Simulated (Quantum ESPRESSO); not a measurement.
Ta:

```
Ta
1.0
    -1.65128    1.65128    1.65128
     1.65128   -1.65128    1.65128
     1.65128    1.65128   -1.65128
Ta
1
Direct
  0.00000 0.00000 0.00000
```

```yaml
Program: Quantum ESPRESSO 7.5
Task: phonon dispersion
Functional: LDA
Potentials_or_basis: PseudoDojo 0.4.1 SR LDA standard
Cutoff: 789 eV
Density_cutoff: 3157 eV
k_mesh: 12 × 12 × 12
Occupations: cold, width 0.2 eV
Spin: no spin polarisation
Form_of_the_LDA_correlation: PW92
Mixing_beta: 0.5
Most_SCF_iterations: 120
SCF_threshold: 2e-10 Ry
q_mesh: 3 × 3 × 3
```

The cell and the atoms were relaxed first, to 16.99 Å³/atom (a = 2.805 Å, b = 2.805 Å, c = 2.805 Å, α = 109.47°, β = 109.47°, γ = 109.47°), and the response was taken there.

Problem. What are the zero-point energy, and the vibrational entropy and heat capacity at 298.15 K?

Solution. Zero-point energy 21.8 meV/atom; entropy 4.84 k_B/atom (40.2 J/(K·mol of atoms)); Cv 2.92 k_B/atom, 97 % of the classical limit. These are harmonic values without the electrons' part.

Phonon frequencies at the corners of the path (cm⁻¹, interpolated; i marks imaginary ones):
```csv
point,frequencies
Γ,0 0 0
H,157 157 157
N,91 116 153
P,110 110 110
```

Harmonic thermodynamics per atom at this volume (zero-point energy 21.8 meV, Debye temperature from the second moment 223 K):
```csv
T (K),free energy (meV),entropy (k_B),heat capacity Cv (k_B)
50,21.2,0.56,1.29
100,15.9,1.86,2.37
200,-8.7,3.69,2.82
298.15,-45.0,4.84,2.92
500,-143.5,6.36,2.97
800,-327.5,7.76,2.99
```

Phonon states per cell in windows of 10 cm⁻¹ (negative: imaginary):
```csv
from (cm⁻¹),total
0,0.00
10,0.00
20,0.00
30,0.01
40,0.02
50,0.03
60,0.04
70,0.07
80,0.18
90,0.54
100,0.27
110,0.40
120,0.35
130,0.35
140,0.35
150,0.33
160,0.03
```

Caveat: the q mesh is small, so phonon branches between its points and thermal values are rough.
